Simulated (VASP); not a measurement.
# SnO (Romarchite) (P4/nmm) in VASP: further runs

One crystal, SnO (Romarchite), is run at these levels: PBE, rev-vdW-DF2, LDA; tasks: relaxation of cell and atoms.

All numbers are computed with VASP 6.6.1; they aren't measurements. Logs are shortened: lines on timing, memory, paths and dates and some standing lists are left out, and cuts for length are marked.

### Step 1. The structure

Symmetry: P4/nmm, No. 129, tetragonal system. The conventional cell has a = 3.850 Å, b = 3.850 Å, c = 4.852 Å, α = 90.00°, β = 90.00°, γ = 90.00°. Around Sn (site symmetry 4mm) lie 4 O at 2.25 Å. O (site symmetry -4m2) is surrounded by 4 Sn at 2.25 Å.

### Step 2. Relaxation of cell and atoms, PBE

INCAR reads:

```
PREC = Accurate ; ENCUT = 300
EDIFF = 1E-7 ; ISMEAR = 0
SIGMA = 0.03 ; LREAL = F
LASPH = T ; NELM = 80
ALGO = Normal ; ISIF = 3
LWAVE = F ; LCHARG = F
GGA = PE ; IBRION = 2
NSW = 90 ; EDIFFG = -0.005
```

KPOINTS reads:

```
Automatic mesh
0
Gamma
  4 4 3
```

POSCAR reads:

```
SnO                                     
1.0
    3.8497794406      0.0000000000      0.0000000000
    0.0000000000      3.8497794406      0.0000000000
    0.0000000000      0.0000000000      4.8520682609
  Sn              O             
     2     2
Direct
     0.5000000000000000    1.0000000000000000    0.2395003587610446
     0.0000000000000000    0.5000000000000000    0.7604996412389554
     0.0000000000000000    0.0000000000000000    0.0000000000000000
     0.5000000000000000    0.5000000000000000    0.0000000000000000
```

Potentials or basis: VASP PAW PBE potentials, release 64 (Sn_d, O_s).

Started as:

```
$ cat potpaw_PBE.64/Sn_d/POTCAR potpaw_PBE.64/O_s/POTCAR > POTCAR
$ mpirun -np 1 vasp_std > vasp.out
```

OUTCAR:

```text
PREC = Accurate
   ENCUT = 300
   EDIFF = 1E-7
   ISMEAR = 0
   LREAL = F
   LASPH = T
   NELM = 80
   ISIF = 3
   GGA = PE
   IBRION = 2
   NSW = 90
   EDIFFG = -0.005

 ion  position               nearest neighbor table
   1  0.500  0.000  0.240-   3 2.25   4 2.25   4 2.25   3 2.25   2 3.58   2 3.58   2 3.58   2 3.58
                             2 3.71   2 3.71   2 3.71   2 3.71
   2  0.000  0.500  0.760-   3 2.25   4 2.25   3 2.25   4 2.25   1 3.58   1 3.58   1 3.58   1 3.58
                             1 3.71   1 3.71   1 3.71   1 3.71
   3  0.000  0.000  0.000-   1 2.25   2 2.25   2 2.25   1 2.25
   4  0.500  0.500  0.000-   1 2.25   2 2.25   1 2.25   2 2.25

  LATTYP: Found a simple tetragonal cell.
 ALAT       =     3.8497794406
 C/A-ratio  =     1.2603496735

  Lattice vectors:

 A1 = (   3.8497794406,   0.0000000000,   0.0000000000)
 A2 = (   0.0000000000,   3.8497794406,   0.0000000000)
 A3 = (   0.0000000000,   0.0000000000,   4.8520682609)

Analysis of symmetry for initial positions (statically):
=====================================================================
 Subroutine PRICEL returns:
 Original cell was already a primitive cell.

 Routine SETGRP: Setting up the symmetry group for a
 simple tetragonal supercell.

 Subroutine GETGRP returns: Found 16 space group operations
 (whereof  8 operations were pure point group operations)
 out of a pool of 16 trial point group operations.

The static configuration has the point symmetry D_2d.
 The point group associated with its full space group is D_4h.

Analysis of symmetry for dynamics (positions and initial velocities):
=====================================================================
 Subroutine PRICEL returns:
 Original cell was already a primitive cell.

 Routine SETGRP: Setting up the symmetry group for a
 simple tetragonal supercell.

 Subroutine GETGRP returns: Found 16 space group operations
 (whereof  8 operations were pure point group operations)
 out of a pool of 16 trial point group operations.

The dynamic configuration has the point symmetry D_2d.
 The point group associated with its full space group is D_4h.

 Subroutine INISYM returns: Found 16 space group operations
 (whereof  8 operations are pure point group operations),
 and found     1 'primitive' translations

----------------------------------------------------------------------------------------

[... 74 lines left out ...]
   PREC   = accura    normal or accurate (medium, high low for compatibility)
   ISTART =      0    job   : 0-new  1-cont  2-samecut
   ICHARG =      2    charge: 1-file 2-atom 10-const
   ISPIN  =      1    spin polarized calculation?
   LNONCOLLINEAR =      F non collinear calculations
   LSORBIT =      F    spin-orbit coupling
   LASPH  =      T    aspherical Exc in radial PAW
   ENCUT  =  300.0 eV  22.05 Ry    4.70 a.u.   5.44  5.44  6.85*2*pi/ulx,y,z
   NELM   =     80;   NELMIN=  2; NELMDL= -5     # of ELM steps
   EDIFF  = 0.1E-06   stopping-criterion for ELM
   LREAL  =      F    real-space projection
   EDIFFG = -.5E-02   stopping-criterion for IOM
   NSW    =     90    number of steps for IOM
   IBRION =      2    ionic relax: 0-MD 1-quasi-New 2-CG
   NFREE  =      1    steps in history (QN), initial steepest desc. (CG)
   ISIF   =      3    stress and relaxation
   ISYM   =      2    0-nonsym 1-usesym 2-fastsym
   POTIM  = 0.5000    time-step for ionic-motion
   TEBEG  =    0.0;   TEEND  =   0.0 temperature during run
   PSTRESS=    0.0 pullay stress
   NELECT =      40.0000    total number of electrons
   NUPDOWN=      -1.0000    fix difference up-down
   EMIN   =  10.00;   EMAX   =-10.00  energy-range for DOS
   EFERMI =   0.00;   METHOD = LEGACY
   ISMEAR =     0;   SIGMA  =   0.03  broadening in eV -4-tet -1-fermi 0-gaus
   EFERMI_NEDOS =   21; number of points for ismear=-14 and -15
   IALGO  =     38    algorithm
   IMIX   =      4    mixing-type and parameters
     AMIX     =   0.40;   BMIX     =  1.00
     AMIX_MAG =   1.60;   BMIX_MAG =  1.00
  volume/ion in A,a.u.               =      17.98       121.32
  Fermi-wavevector in a.u.,A,eV,Ry     =   1.346362  2.544256 24.663167  1.812692
  Thomas-Fermi vector in A             =   2.474200
   LORBIT       =      0    0 simple, 1 ext, 2 COOP (PROOUT), +10 PAW based schemes
   GGA     = PE    functional components
   LHFCALC =     F    Hartree Fock is set to
   AEXX    =    0.0000 exact exchange contribution
   IVDW    =     0    specifies the selected vdW correction
   LEPSILON=     F    determine dielectric tensor
   LRPA    =     F    only Hartree local field effects (RPA)
 conjugate gradient relaxation of ions
 non-spin polarized calculation
 Gauss-broadening in eV      SIGMA  =   0.03
  energy-cutoff  :      300.00
  volume of cell :       71.91
 maximum number of plane-waves:       866
 NGX is ok and might be reduce to    24
   NGX = 11   NGY = 11   NGZ = 13

--------------------------------------- Ionic step        1  -------------------------------------------

 number of electron      39.9999998 magnetization

 Free energy of the ion-electron system (eV)
  ---------------------------------------------------
  ext. energy  EPLUGINS =         0.00000000
  ---------------------------------------------------
  free energy    TOTEN  =       -22.69728435 eV

  energy without entropy =      -22.69728191  energy(sigma->0) =      -22.69728313

------------------------ aborting loop because EDIFF is reached ----------------------------------------

  FORCE on cell =-STRESS in cart. coord.  units (eV):
  Direction    XX          YY          ZZ          XY          YZ          ZX
  --------------------------------------------------------------------------------------
  -------------------------------------------------------------------------------------
  Total        0.0869402      0.0869402      0.0431497      0.0000000     -0.0000000      0.0000000
  in kB        1.9370125      1.9370125      0.9613682      0.0000000     -0.0000000      0.0000000
  external PRESSURE =       1.6117977 kB  Pullay stress =       0.0000000 kB
[... 177 lines left out ...]
--------------------------------------- Ionic step        6  -------------------------------------------

 number of electron      39.9999999 magnetization

 Free energy of the ion-electron system (eV)
  ---------------------------------------------------
  ext. energy  EPLUGINS =         0.00000000
  ---------------------------------------------------
  free energy    TOTEN  =       -22.69737102 eV

  energy without entropy =      -22.69737053  energy(sigma->0) =      -22.69737078

 E-fermi :   6.9683     XC(G=0): -10.1201

 val. band max:        6.8872563949   @ k =   0.0000   0.0000   0.0000
 cond. band min:       7.0528886486   @ k =   0.5000   0.5000   0.0000
 fundamental gap:      0.1656322537
 Fermi energy:         6.9682942046

 k-point     1 :       0.0000    0.0000    0.0000
  band No.  band energies     occupation
      1     -14.9288      2.00000
      2     -14.5505      2.00000
      3     -14.5505      2.00000
      4     -14.5477      2.00000
      5     -14.5155      2.00000
      6     -14.5045      2.00000
[... 344 lines left out ...]
  FREE ENERGIE OF THE ION-ELECTRON SYSTEM (eV)
  ---------------------------------------------------
  free  energy   TOTEN  =       -22.6973710211 eV

  energy  without entropy=      -22.6973705337  energy(sigma->0) =      -22.69737078

 reached required accuracy - stopping structural energy minimisation
```

OSZICAR:

```text
N       E                     dE             d eps       ncg     rms          rms(c)
DAV:   1     0.301106857487E+03    0.30111E+03   -0.15370E+04   584   0.182E+03
DAV:   2     0.342661218813E+01   -0.29768E+03   -0.29462E+03   616   0.463E+02
DAV:   3    -0.257262078525E+02   -0.29153E+02   -0.29115E+02   696   0.153E+02
[... 51 lines left out ...]
DAV:   2    -0.226973738420E+02    0.66364E-05   -0.36044E-05   752   0.705E-02    0.116E-02
DAV:   3    -0.226973722161E+02    0.16260E-05   -0.31634E-06   712   0.320E-02    0.644E-03
DAV:   4    -0.226973713494E+02    0.86671E-06   -0.14585E-06   776   0.209E-02    0.338E-03
DAV:   5    -0.226973709898E+02    0.35953E-06   -0.30461E-07   504   0.577E-03    0.833E-04
DAV:   6    -0.226973710211E+02   -0.31223E-07   -0.12436E-08   304   0.158E-03
   6 F= -.22697371E+02 E0= -.22697371E+02  d E =-.249699E-04
```

CONTCAR:

```text
SnO
   1.00000000000000
     3.8535490077641086    0.0000000000000000    0.0000000000000000
     0.0000000000000000    3.8535490077641086   -0.0000000000000000
     0.0000000000000000   -0.0000000000000000    4.8532153181789237
  Sn              O
     2     2
Direct
     0.5000000000000000    1.0000000000000000    0.2392763171309142
     0.0000000000000000    0.5000000000000000    0.7607236828690858
     0.0000000000000000    1.0000000000000000    0.0000000000000000
     0.5000000000000000    0.5000000000000000    0.0000000000000000

  0.00000000E+00  0.00000000E+00  0.00000000E+00
  0.00000000E+00  0.00000000E+00  0.00000000E+00
  0.00000000E+00  0.00000000E+00  0.00000000E+00
  0.00000000E+00  0.00000000E+00  0.00000000E+00
```

It took 20 s on 1 thread of Intel Xeon 6975P-C (Granite Rapids), shared host; peak memory 0.14 GiB.

The run converged, but some of its settings lie outside the range that counts as converged, so its numbers aren't taken as properties of the crystal.

What came out:

```yaml
Free_energy: -22.6974 eV
Relaxed_volume: 18.02 Å³/atom
Relaxed_cell: a = 3.854 Å, b = 3.854 Å, c = 4.853 Å, α = 90.00°, β = 90.00°, γ = 90.00°
Space_group_after_relaxing_to_0.05_Å: P4/nmm (No. 129)
Energy_gained_by_relaxing: 0.0 meV/atom
Ionic_steps: 6
Largest_force_after_relaxing: 0.003 eV/Å
Band_gap_on_the_k_mesh: 0.17 eV, indirect (least direct gap 1.98 eV)
```

Caveat: the k mesh is coarse (spacing up to 0.43 Å⁻¹), so the values aren't converged; the cutoff is under 1.25 times the usual one of these potentials, so pressure, stress and relaxed cells hold a basis-set (Pulay) error; spin-orbit coupling is left out, which moves the levels of the heavy elements; an odd mesh through Γ misses points on the zone boundary, where band edges often lie.

### Step 3. Relaxation of cell and atoms, rev-vdW-DF2

This run uses another cell than the first one, of 17.46 Å³/atom, 0.971 times its volume.

INCAR reads:

```
AGGAC = 0.0 ; ALGO = Normal
EDIFF = 1E-6 ; EDIFFG = -0.01
ENCUT = 600 ; GGA = MK
IBRION = 2 ; ISIF = 3
ISMEAR = 0 ; LASPH = True
LCHARG = False ; LREAL = False
LUSE_VDW = True ; LWAVE = False
NELM = 80 ; NSW = 90
PARAM1 = 0.1234 ; PARAM2 = 0.711357
PREC = Accurate ; SIGMA = 0.03
ZAB_VDW = -1.8867
```

KPOINTS reads:

```
k-points
0
Gamma
  8 8 6
```

POSCAR reads:

```
SnO
1.0
    3.7986000000      0.0000000000      0.0000000000
    0.0000000000      3.7986000000      0.0000000000
    0.0000000000      0.0000000000      4.8408000000
Sn O
2 2
Direct
    0.5000000000      0.0000000000      0.2369000000
    0.0000000000      0.5000000000      0.7631000000
    0.0000000000      0.0000000000      0.0000000000
    0.5000000000      0.5000000000      0.0000000000
```

Potentials or basis: VASP PAW PBE potentials, release 64 (Sn_d, O).

Started as:

```
$ cat potpaw_PBE.64/Sn_d/POTCAR potpaw_PBE.64/O/POTCAR > POTCAR
$ mpirun -np 1 vasp_std > vasp.out
```

Wall time 5.3 min (1 thread of Intel Xeon 6975P-C (Granite Rapids), shared host); peak memory 0.47 GiB.

It converged, with:

* Free energy: -14.5414 eV
* Relaxed volume: 17.96 Å³/atom
* Relaxed cell: a = 3.845 Å, b = 3.845 Å, c = 4.859 Å, α = 90.00°, β = 90.00°, γ = 90.00°
* Space group after relaxing (to 0.05 Å): P4/nmm (No. 129)
* Energy gained by relaxing: 6.5 meV/atom
* Ionic steps: 8
* Pressure after relaxing: -0.1 GPa
* Band gap on the k mesh: 0.24 eV, indirect (least direct gap 2.06 eV)

Forces in eV/Å, atoms in the order of the input:
```
Sn   0.000  0.000  0.003
Sn   0.000  0.000 -0.003
O    0.000  0.000  0.000
O    0.000  0.000  0.000
```

Step by step:
```tsv
step	energy change (eV)	largest force (eV/Å)	pressure (GPa)	volume (Å³)
1	0.0000	0.5231	3.32	69.85
2	0.0001	0.5917	-2.86	73.57
3	-0.0252	0.0562	0.03	71.66
4	-0.0252	0.0449	0.11	71.63
5	-0.0258	0.0087	0.07	71.73
6	-0.0260	0.0187	0.02	71.81
7	-0.0260	0.0020	-0.06	71.84
8	-0.0260	0.0025	-0.06	71.84
```

Final structure:
```
Sn O
1.0
     3.84528    0.00000    0.00000
     0.00000    3.84528    0.00000
     0.00000    0.00000    4.85850
Sn O
2 2
Direct
  0.50000 0.00000 0.23884
  0.00000 0.50000 0.76116
  0.00000 0.00000 0.00000
  0.50000 0.50000 0.00000
```

Levels at points of the mesh, in eV from the valence-band top:
| k point | band 18 | band 19 | band 20 | band 21 | band 22 | band 23 |
| --- | --- | --- | --- | --- | --- | --- |
| (0.00, 0.00, 0.00) | -2.93 | -2.93 | 0.00 | 2.12 | 4.45 | 4.67 |
| (0.50, 0.00, 0.00) | -4.55 | -2.52 | -2.52 | 3.22 | 3.22 | 5.85 |
| (0.50, 0.50, 0.00) | -2.28 | -1.82 | -1.82 | 0.24 | 0.24 | 4.58 |
| (0.00, 0.00, 0.50) | -2.95 | -2.95 | -1.99 | 1.72 | 3.00 | 3.00 |
| (0.50, 0.00, 0.50) | -4.51 | -1.60 | -1.60 | 2.65 | 2.65 | 5.38 |
| (0.50, 0.50, 0.50) | -2.60 | -2.28 | -2.28 | 2.49 | 2.49 | 4.09 |

Caveat: the PAW data sets were made with another functional, which shifts forces and pressure a little; spin-orbit coupling is left out, which moves the levels of the heavy elements.

(Part 1 of 2 ends here.)
